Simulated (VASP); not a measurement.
# BeS: DFT settings for training a machine-learned force field, 7 variants

BeS, F-43m (no. 216), 32 atoms in the cell. PBE, machine-learned force field (training under varied DFT settings); PAW potentials S, Be (PBE set).

| k mesh | DFT setting moved | Force error on the training data (meV/Å) | Energy error on the training data (meV/atom) | Change of the training forces when computed anew to a tighter threshold (meV/Å) | MD steps with a DFT calculation | MD steps | Time (s) |
|---|---|---|---|---|---|---|---|
| 2 × 2 × 2 | as recommended | 2.8 | 0.019 | 0.25 | 46 | 2000 | 966 |
| 1 × 1 × 1 | Gamma point alone | 3.9 | 0.033 | 0.26 | 35 | 2000 | 262 |
| 2 × 2 × 2 | wider smearing | 2.8 | 0.019 | 0.25 | 46 | 2000 | 910 |
| 2 × 2 × 2 | narrow smearing | 2.8 | 0.019 | 0.25 | 46 | 2000 | 876 |
| 2 × 2 × 2 | loose EDIFF | 4.6 | 0.033 | 2.96 | 40 | 2000 | 609 |
| 2 × 2 × 2 | no real-space projectors, PREC=Accurate | 3.1 | 0.017 | 0.08 | 36 | 2000 | 1243 |
| 2 × 2 × 2 | low cutoff | 5.3 | 0.054 | 0.16 | 44 | 2000 | 509 |

Limits: Each row's error is against its own DFT data: it shows how smooth they are, not how right.

## Input of the first row

INCAR.step1:
```
SYSTEM = BeS
PREC     = Normal         ! precision mode
ENCUT    = 340            ! plane-wave cutoff, eV
EDIFF    = 1E-6           ! SCF threshold, eV
ISMEAR   = 0              ! smearing method
SIGMA    = 0.05           ! smearing width, eV
ALGO     = Normal         ! electronic algorithm
LREAL    = Auto         
LASPH    = .True.         ! aspherical terms in the spheres
NELM     = 80             ! most SCF steps
NELMIN   = 4            
LWAVE    = .False.        ! write WAVECAR
LCHARG   = .False.        ! write CHGCAR
GGA      = PE             ! functional
KPAR     = 4            
NCORE    = 2            
IBRION   = 0              ! ionic algorithm
NSW      = 2000           ! ionic steps
POTIM    = 1.5            ! step
TEBEG    = 150          
TEEND    = 300          
ISYM     = 0            
MDALGO   = 3            
LANGEVIN_GAMMA= 10 10        
ISIF     = 2              ! what is computed and relaxed
RANDOM_SEED= 706606 0 0   
ML_LMLFF = .True.       
ML_MODE  = train        
NWRITE   = 0            
ML_MCONF = 600          
ML_MB    = 1200          
```

INCAR.step2:
```
SYSTEM = BeS
ML_LMLFF = .True.       
ML_MODE  = refit        
LWAVE    = .False.        ! write WAVECAR
LCHARG   = .False.        ! write CHGCAR
```

INCAR.step3:
```
SYSTEM = BeS
PREC     = Normal         ! precision mode
ENCUT    = 340            ! plane-wave cutoff, eV
EDIFF    = 1E-7           ! SCF threshold, eV
ISMEAR   = 0              ! smearing method
SIGMA    = 0.05           ! smearing width, eV
ALGO     = Normal         ! electronic algorithm
LREAL    = Auto         
LASPH    = .True.         ! aspherical terms in the spheres
NELM     = 80             ! most SCF steps
NELMIN   = 4            
LWAVE    = .False.        ! write WAVECAR
LCHARG   = .False.        ! write CHGCAR
GGA      = PE             ! functional
KPAR     = 4            
NCORE    = 2            
IBRION   = 11             ! ionic algorithm
ISIF     = 2              ! what is computed and relaxed
NSW      = 5              ! ionic steps
ISYM     = 0             
```

KPOINTS.step1:
```
k-points
0
Monkhorst-Pack
  2 2 2
```

KPOINTS.step2:
```
k-points
0
Gamma
  1 1 1
```

POSCAR.fr:
```
  0.749291696987    0.004165285641    0.500349038526
  0.747402685904    0.245837249212    0.251362406729
  0.745809116912    0.503822914146    0.996428677664
  0.006235778716    0.747141976267    0.496839851826
  0.751958148631    0.743383997788    0.748653301064
  0.994267092266    0.994816498202    0.241711999601
  0.992973453941    0.243531965787    0.990460499961
  0.247712123134    0.495361751381    0.500380550674
  0.998576298830    0.497279803572    0.758389214654
  0.245695987703    0.745319680016    0.242019560345
  0.244863472831    0.994469089975    0.999993183968
  0.503028667285    0.244825880312    0.499915475237
  0.252109936159    0.246314531769    0.737902943095
  0.506267845809    0.503057233875    0.249664576374
  0.492304249854    0.740710662165    0.994447453545
  0.486537950604    0.982876176961    0.744105061812
  0.995722821062    0.238507338586    0.742354158860
  0.002035197544    0.509482698769    0.516080551843
  0.998455737105    0.741544769751    0.251667605351
  0.228960255689    0.000400280410    0.739385519288
  0.001126591071    0.992484576213    0.984938173554
  0.233945088344    0.234205621130    0.473331638401
  0.250001463309    0.494454095172    0.242843082300
  0.504930703917    0.743842863353    0.750976574777
  0.250339268993    0.738553849161    0.000052550941
  0.495571624677    0.998227027810    0.494154323212
  0.501126257449    0.242916077879    0.236811827554
  0.738283443947    0.486817555958    0.738601531626
  0.495995126541    0.497653584507    0.987123345182
  0.754815173781    0.754985734099    0.505218688952
  0.743660363722    0.998355858680    0.241108364443
  0.750708854660    0.254927347946    0.002633039784

  0.772544085713    0.980184444841    0.492925554929
  0.793688946892    0.241283932417    0.242963630313
  0.790759221537    0.497084698150    0.009851062005
  0.033938762390    0.740043858371    0.500941384637
  0.775177455438    0.718585034042    0.746987137946
  0.034248687204    0.985397468470    0.267705267965
  0.022004975242    0.216949456603    0.994842294900
  0.270430015758    0.479642180250    0.496830550863
  0.018737204069    0.472693131790    0.739653315675
  0.285083948843    0.726211185539    0.253684485501
  0.278542941188    0.984907964525    0.006402981110
  0.521029676476    0.227246464440    0.496993196110
  0.272416883950    0.232961826296    0.744985422810
  0.530128870729    0.478573130853    0.241401567824
  0.524126965887    0.730779537676    0.005560132573
  0.529328287540    0.989149653709    0.752016687295
  0.020794551139    0.221708729623    0.750983054809
  0.031199410088    0.489795403336    0.497040244529
  0.040036449153    0.734725913411    0.252475340317
  0.286905733274    0.990125103253    0.759509395516
  0.024715796848    0.975579766349    0.009563981638
  0.267567773993    0.235361655132    0.493885468879
  0.258779222740    0.466256498489    0.245941276759
  0.524441516169    0.732357878990    0.746909057336
  0.257860550901    0.712413637254    0.991082724010
  0.525851829474    0.982725600721    0.503827200901
  0.540554685286    0.241414798058    0.252935124450
  0.763786337051    0.474103944965    0.751691768437
  0.528935344711    0.476434419912    0.992372811387
  0.764319081830    0.715322415533    0.489765434841
  0.774358722836    0.983248881015    0.241837530628
  0.781842952173    0.241689213017    0.991646483423

  0.808065107798    0.996462454278    0.513653604731
  0.799537636696    0.226836247210    0.251876785028
  0.799580000984    0.477965427160    0.012991659214
  0.051842954911    0.721884741235    0.504525288085
  0.821386142758    0.742197471313    0.766792615459
  0.048534663061    0.972369536313    0.257114502727
  0.057590743008    0.247038320782    0.023882510112
  0.302439512390    0.465273703169    0.495459787559
  0.059468842060    0.495956700359    0.764496213126
  0.293084483851    0.717408484874    0.249938948284
  0.312076351320    0.992863971662    0.028656116390
  0.562308498570    0.234451667813    0.515290601347
  0.294029368568    0.216741522253    0.755797495314
  0.545863376069    0.494413310467    0.267560212707
  0.551004607458    0.726750014256    0.012094217547
  0.551436868417    0.971314500630    0.755598714731
  0.055693191760    0.244265853656    0.757826284270
  0.051766221539    0.470470976776    0.500901188450
  0.044485275421    0.724321766296    0.258852261439
  0.302991104562    0.971961553513    0.763354188985
  0.069215098226    0.995711558767    0.018158741187
  0.311064997422    0.221829155331    0.502128818102
  0.293929075868    0.486907543339    0.252740757730
  0.559279314919    0.715949957233    0.748238070885
  0.309732250751    0.729353727276    0.014658114806
  0.550848852039    0.977978753471    0.508827547039
  0.568077962264    0.251379403856    0.268730850141
  0.815639906206    0.500468749132    0.774099603945
  0.547721939740    0.477524098925    0.010177785618
  0.810325314706    0.745671367497    0.516568753126
  0.801783701231    0.977955830284    0.255717242032
  0.787776741589    0.215889985547    0.994288636874

  0.824056276297    0.976640945441    0.509452277684
  0.827731727516    0.254493410407    0.258647783908
  0.820494923543    0.496788338740    0.000146273417
  0.069153930958    0.732679642135    0.501958563406
  0.824043453861    0.738688668314    0.756940064732
  0.081576759821    0.985196798980    0.272360638281
  0.057361952100    0.231816613238    0.994101891998
  0.314063422106    0.492991897309    0.502702404053
  0.077625207023    0.487244528823    0.749259201226
  0.330071294337    0.740067071986    0.251633398045
  0.307379677880    0.997612638209    0.008749639678
  0.587552673618    0.254136162412    0.509851002575
  0.316780110211    0.244427880928    0.757605292712
  0.593783691591    0.505795141787    0.270001767728
  0.572917603929    0.742992176871    0.000154939916
  0.547169304625    0.978000458008    0.726926082902
  0.061100562116    0.228647976236    0.746563220718
  0.065301825460    0.487094670496    0.501786452180
  0.081799301763    0.740617215317    0.253970633052
  0.309388038400    0.992695368952    0.752402569720
  0.063490263437    0.973509499772    0.022884504103
  0.313126871641    0.247335043263    0.495884078438
  0.328712298712    0.488972870370    0.240303730574
  0.570305782784    0.743051916847    0.753765068065
  0.321281559569    0.742990092433    0.992323310397
  0.573023467395    0.006537311055    0.506201538575
  0.572326545240    0.246364301914    0.273336916714
  0.841135167167    0.501639962411    0.769221960545
  0.566783027614    0.483036093794    0.019330097871
  0.847489768422    0.750748177752    0.530277857362
  0.822555174185    0.991897164272    0.249985443987
  0.809372405543    0.245355695774    0.989591189642
```

POSCAR.step1:
```
BeS
1.0
   -4.850000000000      4.850000000000      4.850000000000
    4.850000000000     -4.850000000000      4.850000000000
    4.850000000000      4.850000000000     -4.850000000000
S Be
16 16
Direct
    0.740271831231     -0.006496658025      0.486847688118
    0.757705688238      0.253279288479      0.259627784148
    0.749777105662      0.501212980104     -0.008272748511
   -0.005941607556      0.752483222962      0.511799289601
    0.761151968224      0.745327529289      0.753969611651
   -0.007712920616     -0.017909448346      0.238768055452
   -0.007430840381      0.241695248666     -0.006911096396
    0.245963810949      0.499776993066      0.503032737104
   -0.005029905553      0.492370811063      0.757666967837
    0.242862458262      0.747340915353      0.242345500109
    0.249893637029     -0.008210130852     -0.007847804244
    0.491067318543      0.245666836610      0.491635478828
    0.243007692698      0.244639939159      0.734866777436
    0.511671445920      0.497570542585      0.250376986577
    0.494868529331      0.730827628948     -0.010674357668
    0.487970322913     -0.012095088050      0.750474366264
    0.004368312374      0.254506668091      0.746973942958
   -0.002232562053      0.485894311932      0.497257289216
    0.003762421364      0.756912002451      0.242751974880
    0.269012261125      0.007485336983      0.768556364552
    0.001447863961      0.001474522873      0.010426859443
    0.255900029500      0.247113943020      0.507919755182
    0.253637070304      0.504936181593      0.251036553016
    0.500556821896      0.749242099093      0.746800387851
    0.250190579156      0.756178182567     -0.004713090357
    0.484637480349     -0.015964781462      0.484538576761
    0.491763022181      0.249974861240      0.253750704598
    0.746080147267      0.486448275938      0.745577998412
    0.496395579393      0.484729159151     -0.004070629779
    0.747203524285      0.745250885458      0.497963713251
    0.755083789772     -0.003531885242      0.257946471366
    0.737372091823      0.240943876645     -0.019150842458
```

POSCAR.step2:
```
BeS
1.0
   -4.8500000000      4.8500000000      4.8500000000
    4.8500000000     -4.8500000000      4.8500000000
    4.8500000000      4.8500000000     -4.8500000000
S Be
16 16
Direct
    0.7500000000      0.0000000000      0.5000000000
    0.7500000000      0.2500000000      0.2500000000
    0.7500000000      0.5000000000      0.0000000000
    0.0000000000      0.7500000000      0.5000000000
    0.7500000000      0.7500000000      0.7500000000
    0.0000000000      0.0000000000      0.2500000000
    0.0000000000      0.2500000000      0.0000000000
    0.2500000000      0.5000000000      0.5000000000
    0.0000000000      0.5000000000      0.7500000000
    0.2500000000      0.7500000000      0.2500000000
    0.2500000000      0.0000000000      0.0000000000
    0.5000000000      0.2500000000      0.5000000000
    0.2500000000      0.2500000000      0.7500000000
    0.5000000000      0.5000000000      0.2500000000
    0.5000000000      0.7500000000      0.0000000000
    0.5000000000      0.0000000000      0.7500000000
    0.0000000000      0.2500000000      0.7500000000
    0.0000000000      0.5000000000      0.5000000000
    0.0000000000      0.7500000000      0.2500000000
    0.2500000000      0.0000000000      0.7500000000
    0.0000000000      0.0000000000      0.0000000000
    0.2500000000      0.2500000000      0.5000000000
    0.2500000000      0.5000000000      0.2500000000
    0.5000000000      0.7500000000      0.7500000000
    0.2500000000      0.7500000000      0.0000000000
    0.5000000000      0.0000000000      0.5000000000
    0.5000000000      0.2500000000      0.2500000000
    0.7500000000      0.5000000000      0.7500000000
    0.5000000000      0.5000000000      0.0000000000
    0.7500000000      0.7500000000      0.5000000000
    0.7500000000      0.0000000000      0.2500000000
    0.7500000000      0.2500000000      0.0000000000
```

1 further input file isn't shown.

Commands (each step's output is kept before the next begins):
```
cat potpaw_PBE.64/S/POTCAR potpaw_PBE.64/Be/POTCAR > POTCAR
# POSCAR: the crystal's sites, moved at random by about 0.06 A along each axis
cp INCAR.step1 INCAR
cp KPOINTS.step1 KPOINTS
cp POSCAR.step1 POSCAR
mpirun -np 8 vasp_std > vasp.out
cp ML_ABN ../ML_AB.mesh
cp ML_ABN ML_AB
cp INCAR.step2 INCAR
cp KPOINTS.step2 KPOINTS
cp POSCAR.step2 POSCAR
mpirun -np 8 vasp_gam > vasp.out
# POSCAR.fr: 4 further structures after the one in POSCAR, taken evenly from ML_AB
cp INCAR.step3 INCAR
cp KPOINTS.step1 KPOINTS
cp POSCAR.step3 POSCAR
mpirun -np 8 vasp_std < POSCAR.fr > vasp.out
```

Changes of the last row against the first:
```
- ENCUT = 340
+ ENCUT = 210
```

VASP 6.6.1 took 966 s on 8 cores (Intel Xeon Platinum 8488C (Sapphire Rapids)), a shared host.
